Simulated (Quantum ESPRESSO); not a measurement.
**MoP in Quantum ESPRESSO: the effect of Hubbard term**

MoP:

```xyz
2
Lattice="3.2230 0.0000 0.0000 -1.6115 2.7912 0.0000 0.0000 0.0000 3.1910" Properties=species:S:1:pos:R:3 pbc="T T T"
Mo    0.0000    0.0000    0.0000
P     0.0000    1.8608    1.5955
```

Alike in all runs:

- Program: Quantum ESPRESSO 7.5
- Task: single point
- Functional: PBEsol
- Potentials or basis: SSSP 1.3 efficiency PBE
- Cutoff: 816 eV
- Density cutoff: 5987 eV
- k mesh: 10 × 10 × 8
- Occupations: fermi-dirac, width 0.05 eV
- Spin: no spin polarisation
- Hubbard projectors: atomic
- Mixing beta: 0.3
- Most SCF iterations: 120
- SCF threshold: 4e-10 Ry

```tsv
Hubbard term	pressure (GPa)
none	-3.1
Mo d U = 1 eV	-5.0
Mo d U = 2 eV	?
Mo d U = 3 eV	-8.9
Mo d U = 4 eV	-10.8
Mo d U = 5 eV	-12.8
Mo d U = 6 eV	-14.7
Mo d U = 8 eV	-18.6
```

What does the run with Hubbard term Mo d U = 2 eV give?

Pressure -6.9 GPa.

Worked out: A straight line through the other rows of the pressure, of slope -1.94 GPa per eV, gives -7.0 GPa, against the run's -6.9.

Caveats: the potentials were made for another functional, which shifts forces and pressure; U without spin polarisation on a metal has little footing (some runs); the U is typed as a test and isn't derived for this compound (some runs).
